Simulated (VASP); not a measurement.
# Settings for SiC: excitations by TDDFT

SiC, F-43m (no. 216), 2 atoms in the cell. DDH, TDDFT by the Casida equation; PAW potentials Si_GW, C_GW (PBE set). VASP 6.6.1.

Wanted: first bright excitation within 0.05 eV; spectrum broadened by 0.3 eV (imaginary part of ε) within 12 %.

POSCAR:
```
SiC
1.0
    0.0000000000      2.1790000000      2.1790000000
    2.1790000000      0.0000000000      2.1790000000
    2.1790000000      2.1790000000      0.0000000000
Si C
1 1
Direct
    0.0000000000      0.0000000000      0.0000000000
    0.7500000000      0.7500000000      0.7500000000
```

The series start from Conduction bands in the pairs: 4; Valence bands in the pairs: 3; Largest pair energy, which also ends the spectrum (eV): 25; Cutoff of the response function (eV): 150; Grid for exchange-like terms: Normal; k mesh: 6 × 6 × 6. Each series keeps the choices made before it, and each single choice may use up half of a tolerance. Times cover all steps of a run.

## Conduction bands in the pairs

| Conduction bands in the pairs | First bright excitation (eV) | Spectrum broadened by 0.3 eV (imaginary part of ε), largest deviation against the largest value | Time (s) |
|---|---|---|---|
| 1 | 5.567 | 29 % | 180 |
| 2 | 5.567 | 13 % | 189 |
| 4 | 5.566 | 2.4 % | 206 |
| 8 (reference) | 5.566 | 0 % | 276 |

Chosen: 4, the loosest value from which every tighter one stays within half of the tolerance.

## Valence bands in the pairs

| Valence bands in the pairs | First bright excitation (eV) | Spectrum broadened by 0.3 eV (imaginary part of ε), largest deviation against the largest value | Time (s) |
|---|---|---|---|
| 1 | 5.566 | 29 % | 184 |
| 2 | 5.567 | 3 % | 189 |
| 3 | 5.566 | 0.22 % | 206 |
| 4 (reference) | 5.566 | 0 % | 227 |

Chosen: 2.

## Largest pair energy, which also ends the spectrum (eV)

| Largest pair energy, which also ends the spectrum (eV) | First bright excitation (eV) | Spectrum broadened by 0.3 eV (imaginary part of ε), largest deviation against the largest value | Time (s) |
|---|---|---|---|
| 9 | 5.568 | 37 % | 190 |
| 13 | 5.567 | 11 % | 202 |
| 18 | 5.567 | 1.2 % | 195 |
| 25 (reference) | 5.567 | 0 % | 189 |

Chosen: 18.

## Cutoff of the response function (eV)

| Cutoff of the response function (eV) | First bright excitation (eV) | Spectrum broadened by 0.3 eV (imaginary part of ε), largest deviation against the largest value | Time (s) |
|---|---|---|---|
| 40 | 5.561 | 14 % | 194 |
| 80 | 5.565 | 6.7 % | 198 |
| 150 (reference) | 5.567 | 0 % | 195 |

Chosen: 150; the next looser run is off by more than half of the tolerance, so convergence isn't shown beyond this value.

## Grid for exchange-like terms

| Grid for exchange-like terms | First bright excitation (eV) | Spectrum broadened by 0.3 eV (imaginary part of ε), largest deviation against the largest value | Time (s) |
|---|---|---|---|
| Normal | 5.567 | 0 % | 195 |
| Fast | 5.567 | 0.01 % | 175 |

Chosen: Normal; no other choice that stays within half of the tolerance saves 30 % of the time.

## k mesh

| k mesh | First bright excitation (eV) | Spectrum broadened by 0.3 eV (imaginary part of ε), largest deviation against the largest value | Time (s) |
|---|---|---|---|
| 4 × 4 × 4 | 5.412 | 126 % | 82 |
| 6 × 6 × 6 | 5.567 | 22 % | 195 |
| 8 × 8 × 8 (reference) | 5.648 | 0 % | 764 |

Chosen: 8 × 8 × 8; the next looser run is off by more than half of the tolerance, so convergence isn't shown beyond this value.

## All choices together

| Input | First bright excitation (eV) | Spectrum broadened by 0.3 eV (imaginary part of ε), largest deviation against the largest value | Time (s) |
|---|---|---|---|
| default band counts on the coarsest mesh (naive) | 5.411 | 123 % | 83 |
| chosen settings | 5.648 | 4.5 % | 764 |
| reference settings throughout | 5.648 | 0 % | 1719 |

The chosen settings stay within the tolerance of the reference run, but the reference itself isn't shown to be converged in: Cutoff of the response function (eV), k mesh.

## The input

INCAR.step1:
```
SYSTEM = SiC
PREC = Accurate ; ENCUT = 420
ISMEAR = 0 ; SIGMA = 0.02
EDIFF = 1E-8 ; LASPH = .True.
KPAR = 4 ; LWAVE = .False.
LCHARG = .False. ; LEPSILON = .True.
LRPA = .True.
```

INCAR.step2:
```
SYSTEM = SiC
PREC = Accurate ; ENCUT = 420
ISMEAR = 0 ; SIGMA = 0.02
EDIFF = 1E-5 ; LASPH = .True.
KPAR = 4 ; LWAVE = .True.
LCHARG = .False. ; NBANDS = 16
```

INCAR.step3:
```
SYSTEM = SiC
PREC = Accurate ; ENCUT = 420
ISMEAR = 0 ; SIGMA = 0.02
EDIFF = 1E-7 ; LASPH = .True.
KPAR = 4 ; LWAVE = .True.
LCHARG = .False. ; LOPTICS = .True.
ALGO = Normal ; NBANDS = 16
NEDOS = 2000 ; CSHIFT = 0.1
GGA = PE ; LHFCALC = .True.
LMODELHF = .True. ; AEXX = 0.1512
HFSCREEN = 1.47 ; ISTART = 1
PRECFOCK = Fast
```

INCAR.step4:
```
SYSTEM = SiC
PREC = Accurate ; ENCUT = 420
ISMEAR = 0 ; SIGMA = 0.02
EDIFF = 1E-7 ; LASPH = .True.
KPAR = 4 ; LWAVE = .False.
LCHARG = .False. ; ALGO = TDHF
NBANDS = 16 ; NBANDSO = 2
NBANDSV = 4 ; IBSE = 2
NBSEEIG = 4 ; LHARTREE = .True.
LADDER = .True. ; LFXC = .False.
ENCUTGW = 150 ; GGA = PE
LHFCALC = .True. ; LMODELHF = .True.
AEXX = 0.1512 ; HFSCREEN = 1.47
PRECFOCK = Normal ; ANTIRES = 0
OMEGAMAX = 18 ; CSHIFT = 0.15
NOMEGA = 1000 ; ISTART = 1
```

KPOINTS.step1:
```
k-points
0
Gamma
  10 10 10
```

KPOINTS.step2:
```
Automatic mesh
0
Gamma
  8 8 8
  0 0 0
```

Commands (each step's output is kept before the next begins):
```
cat potpaw_PBE.64/Si_GW/POTCAR potpaw_PBE.64/C_GW/POTCAR > POTCAR
cp INCAR.step1 INCAR
cp KPOINTS.step1 KPOINTS
mpirun -np 4 vasp_std > vasp.out
rm WAVECAR CHG
cp INCAR.step2 INCAR
cp KPOINTS.step2 KPOINTS
mpirun -np 4 vasp_std > vasp.out
cp INCAR.step3 INCAR
mpirun -np 4 vasp_std > vasp.out
cp INCAR.step4 INCAR
mpirun -np 4 vasp_std > vasp.out
```

Limits: The 8×8×8 mesh is coarse for a spectrum: peaks stand apart that a denser mesh merges; the pairs hold 2 valence and 4 conduction bands, and what lies beyond is missing from ε.

The chosen input took VASP 6.6.1 764 s on 4 cores (Intel Xeon Platinum 8259CL @ 2.50GHz (Skylake/Cascade Lake)), a shared host.

## An input that fails: OMEGAMAX 0.5

VASP's message: The number of conduction band and valence band pairs is zero. This indicates that NBANDSV or NBANDSO are not properly set up. The VASP default is to set them to the number of occupied orbitals. Try to set them manually. It is also possible that OMEGAMAX is too small; please increase ….

Changes against the starting input:
```
(step 4)
- OMEGAMAX = 25
+ OMEGAMAX = 0.5
```
